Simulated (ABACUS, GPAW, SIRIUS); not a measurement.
Ge: bulk modulus by level of theory

Space group Fd-3m:1 (No. 227). a = 5.658 Å, b = 5.658 Å, c = 5.658 Å, α = 90.00°, β = 90.00°, γ = 90.00°
```
atom  site  symmetry       x       y       z
  Ge    8a      -43m  0.2500  0.2500  0.2500
```

```csv
rung,level,program and potentials,cutoff (eV),k mesh,smearing,core time,chip,bulk modulus (GPa),notes
non-local van der Waals functional,C09-vdW,"GPAW, GPAW PAW data sets (gpaw-data 1.2.1)",600,8 × 8 × 8,fermi-dirac 0.05,37 s,Intel Xeon 6975P-C Granite Rapids,65.1,potentials made for PBE
GGA + dispersion,RPBE+D4,"GPAW, the program's PAW data sets (release 1.2.1) made for this functional",600,8 × 8 × 8,fermi-dirac 0.05,54 s,Arm Neoverse V2,65.7,-
GGA,PBEsol,"GPAW, PAW data sets generated for this functional",600,8 × 8 × 8,fermi-dirac 0.05,55 s,Arm Neoverse V2,67.2,-
GGA + dispersion,PBEsol+D3(BJ),"GPAW, PAW data sets generated for this functional",600,8 × 8 × 8,fermi-dirac 0.05,57 s,Arm Neoverse V2,71.7,-
GGA + dispersion,PW91+D4,"GPAW, PAW data sets generated for this functional",600,8 × 8 × 8,fermi-dirac 0.05,72 s,Arm Neoverse V1,63.7,-
GGA,SOGGA,"ABACUS, PseudoDojo NC SR 0.4 PBEsol stringent, plane waves",1687,6 × 6 × 6,fermi-dirac 0.05,1.9 min,AMD EPYC 9R45 Zen 5,67.0,potentials made for PBEsol; fit through 4 volumes
GGA + dispersion,BP86+D3(zero damping),"GPAW, PAW data sets generated for this functional",600,8 × 8 × 8,fermi-dirac 0.05,2.1 min,Intel Xeon Skylake/Cascade Lake,60.3,-
GGA,PBEsol,"SIRIUS, PseudoDojo 0.4.1 PBEsol standard (scalar relativistic)",1078,8 × 8 × 8,fermi-dirac 0.05,6.2 min,Arm Neoverse V1,66.1,-
```

Times are single runs on shared hosts and different chips, so they are rough; meshes, cutoffs and the tasks' sizes weigh on the time. Task: equation of state. All rows: no spin polarisation. Smearing widths are in eV. The cell comes from a database and isn't always the measured one. For a metal such meshes aren't converged. Meshes differ between rows, which moves values too. Meshes are those of the run's cell of 2 atoms unless a note names another. Misses use the values as printed. Runs on faulty files, with rough fits or with known faults for this quantity aren't shown. No row holds spin-orbit coupling.

Measured: 75.8 GPa (arxiv:1908.00180).

**Question.** Which of the timed runs is the cheapest that comes within 8 % of the measured bulk modulus?

**Answer.** PBEsol+D3(BJ) (GPAW, PAW data sets generated for this functional): 71.7 GPa in 57 s. One crystal doesn't make the level reliable, since errors can cancel. The runs are for a static lattice, while measurements hold temperature and zero-point motion.
